The volume change is the difference between the relaxed and the starting volume of the aluminium cell, as a percentage of the starting volume. Each value comes from a density-functional relaxation of the same face-centred cubic crystal, with a pairwise D3(BJ) dispersion correction added to the functional. The relaxed lengths are edges of the one-atom primitive cell; the familiar cubic edge is √2 times longer. It starts at 4.05 Å, close to the measured crystal.

GPAW 26.7.0, plane-wave PAW density-functional theory with D3(BJ) dispersion: variable-cell relaxations of fcc aluminium (one-atom primitive cell), without spin polarisation. All runs use a 600 eV cutoff, an 11 × 11 × 11 k-point mesh and Fermi-Dirac smearing of 0.05 eV. Volume changes are relative to the starting cell; a is the primitive-cell edge.

```tsv
functional	potentials	volume change (%)	relaxed length a (Å)
PBE	GPAW-PAW-data-sets-(gpaw-data-1.2.1)	-4.670	2.818
PBEsol	PAW-data-sets-made-by gpaw-setup-for-the-functional	-6.170	2.803
revPBE	GPAW-PAW-data-sets-(gpaw-data-1.2.1)	-6.700	2.798
RPBE	GPAW-PAW-data-sets-(gpaw-data-1.2.1)	-18.320	2.677
BLYP	PAW-data-sets-made-by gpaw-setup-for-the-functional	-6.820	2.797
```

All five cells shrink, and all stay cubic. Four of them lose about 5 to 7 % of their volume, while RPBE loses 18 %, which would make the metal 22 % denser than at the start (1/0.8168 = 1.22). The surprise lies in which functional does this. RPBE, revPBE and BLYP are known for binding solids too weakly and giving lattices that are too long, yet here they give the three smallest cells.

The explanation is the correction that was added to them. D3 sums an attraction over all pairs of atoms, and its strength at short range is set separately for each functional, so that functional and correction together describe mainly molecules and their complexes. A functional that holds molecules together too weakly therefore receives a stronger correction. In these runs the dispersion energy is about 0.35 eV per atom with PBE and 0.68 eV with revPBE, which binds more weakly. RPBE stands apart with 2.2 eV, more than such a compensation explains.

Aluminium receives this attraction in a place for which it was not designed. Each atom has twelve close neighbours and many more a little farther out, so the pair sum is large. In the real metal the mobile electrons screen the fluctuating dipoles from which dispersion arises, and a sum over independent pairs leaves this out. Moreover, the electron density between the atoms is smooth, and there the functionals of the PBE family differ less than in the thin outer regions of molecules. The crystal thus gets the full compensation for a weakness that it shows only in part.

The clearest evidence is the comparison of RPBE with revPBE. Without dispersion these two are known to behave very much alike, and both rows use the same family of PAW data sets. With D3, RPBE shrinks by 11.6 percentage points more, and its dispersion energy is 3.2 times as large. The smaller cell itself raises that energy, but even an undamped r⁻⁶ attraction would grow by only about 30 % between the two volumes, since (2.798/2.677)⁶ = 1.30, and the r⁻⁸ term that D3 also contains by about 42 %. Most of the excess must therefore come from the D3 parameters, which for RPBE damp the attraction at short range unusually weakly. Since the two functionals alone are about equally weak, this excess is a peculiarity of the RPBE parameters and not the compensation of a greater weakness.

Whether such an energy matters depends on how stiff the crystal is. If the dispersion energy E varies with the volume V as V⁻ⁿ, it pulls the cell inward with a pressure P = n|E|/V. An undamped r⁻⁶ attraction has n = 2. Damping flattens the attraction at short distance and so lowers n. If the damping reaches past the nearest neighbours, an atom mainly feels how many others lie within that range, and this number grows as 1/V. A value near 1 is therefore expected, and n = 1 is used here.

The crystal resists with its bulk modulus B, the pressure needed per relative change of volume. The stresses at the two ends of the PBEsol relaxation give B ≈ 81 GPa. This is an average over that contraction with D3 included, and it serves as a rough value for all five rows. Resistance grows as the atoms are pushed together, which the Murnaghan equation describes by V/V₀ = (1 + B′P/B)^(−1/B′). Here V₀ is the volume without dispersion, and B′ ≈ 4.5 is a rough recalled value for the rise of B with pressure.

For RPBE the estimate runs as follows. The dispersion energy of 2.20 eV, spread over the final 13.6 Å³, is 0.162 eV/Å³, or about 26 GPa. The bracket becomes 1 + 4.5 × 26/81 = 2.44, and its power −1/4.5 is 0.82. The pull can thus hold the crystal at 18 % below its volume without dispersion. With a constant bulk modulus the volume would fall by the factor exp(−26/81) = 0.73, a contraction of 27 %, so the hardening of the compressed metal matters in this estimate. The column "without stiffening" in the printed output is the plain ratio P/B, which overstates the contraction at so strong a pull.

The same balance gives about 4 % for PBE and 7 % for revPBE, and over the five rows it misses the computed changes by 1.3 percentage points (root mean square). No constant was adjusted to the volumes, although the stiffness comes from the PBEsol run and the dispersion energies belong to the final cells. The agreement therefore shows only that a pull of this size is sufficient if n is near 1, which is expected but was not computed; it does not predict the volumes independently. With n = 2 the typical miss rises to 5.4 points, so the choice of n matters. The close match for RPBE should not be pressed either: its lattice without dispersion is probably longer than the starting one, and the true contraction due to D3 correspondingly larger. The printed output after this text gives the balance for every row.

Two rows show that the dispersion energy is not the whole story. PBEsol has slightly less of it than PBE but shrinks by 1.5 points more. BLYP has more than revPBE but ends at nearly the same volume. The balance takes the starting cell as the crystal without dispersion, and each functional has its own preferred volume instead. PBEsol is known to favour shorter metal lattices than PBE, and BLYP to favour long ones, which agrees with the direction of both misses.

This reading of the two rows remains an argument, because the table holds no relaxation without D3. PBEsol and BLYP are also the two rows whose PAW data sets were generated specially for the functional, and the effect of that difference has not been tested. Repeating the five relaxations without the correction would separate each functional's own volume from the contraction that D3 adds.

The order of revPBE and BLYP should not be interpreted. Their volume changes differ by 0.12 points, and the small pressures left at the end of the relaxations are enough to reverse them. For RPBE the leftover pressure is worth less than 0.2 points, because the energies and stresses of its last relaxation steps show that the compressed crystal is clearly stiffer than the value of B used here. Its relaxation also lowered the energy by 0.22 eV, so the large contraction is a real consequence of this combination of functional and correction. Its exact size is less certain, because the cell moved far from the one for which the calculation was set up, and a restart from the relaxed cell would be needed to confirm it.

For practical work, the ranking in the table is mainly a ranking of the added attraction, not of the functionals themselves. A warning sign can be read from any such run on aluminium: divide the dispersion energy by the cell volume and compare the result with the bulk modulus. With PBE the ratio is about 4 %, and the cell shrinks by a similar amount. With RPBE it is about 32 %, and the density that comes out is far too high.

Printed output of the fit:

```
Cells and dispersion:
     row  volume change %  cubic edge A  dispersion energy size eV  inward pull GPa
     PBE            -4.67         3.985                     0.3509            3.553
  PBEsol            -6.17         3.964                     0.3362            3.459
  revPBE             -6.7         3.957                     0.6823            7.057
    RPBE           -18.32         3.786                      2.201            25.99
    BLYP            -6.82         3.956                     0.8286             8.58
Balance of pull and stiffness:
     row  contraction n 1 %  model less computed n 1  contraction n 2 %  n 1 without stiffening %
     PBE              -3.93                     0.74             -7.137                    -4.394
  PBEsol             -3.837                    2.333             -6.982                    -4.278
  revPBE             -7.097                  -0.3968             -12.09                    -8.727
    RPBE             -18.03                   0.2914             -26.07                    -32.14
    BLYP             -8.309                   -1.489             -13.84                    -10.61
Leftover pressure:
     row  pressure GPa  volume still to gain %  corrected volume change %
     PBE         0.154                  0.1904                      -4.48
  PBEsol        0.2711                  0.3352                     -5.835
  revPBE      -0.01734                -0.02145                     -6.721
    RPBE       -0.1562                 -0.1932                     -18.51
    BLYP        0.2023                  0.2501                      -6.57
Start volume in A^3: 16.6
Start cubic edge in A: 4.05
Bulk modulus from the PBEsol run in GPa: 80.87
Dispersion energy RPBE over PBE: 6.271
Contraction RPBE over PBE: 3.923
Extra contraction of PBEsol over PBE in percentage points: 1.5
Extra contraction of BLYP over revPBE in percentage points: 0.12
The same after the pressure correction: -0.1516
Extra contraction of RPBE over BLYP in percentage points: 11.5
Energy gained by the RPBE relaxation in eV: 0.2157
Rms miss with n 1 in percentage points: 1.3
Rms miss with n 2 in percentage points: 5.387
```
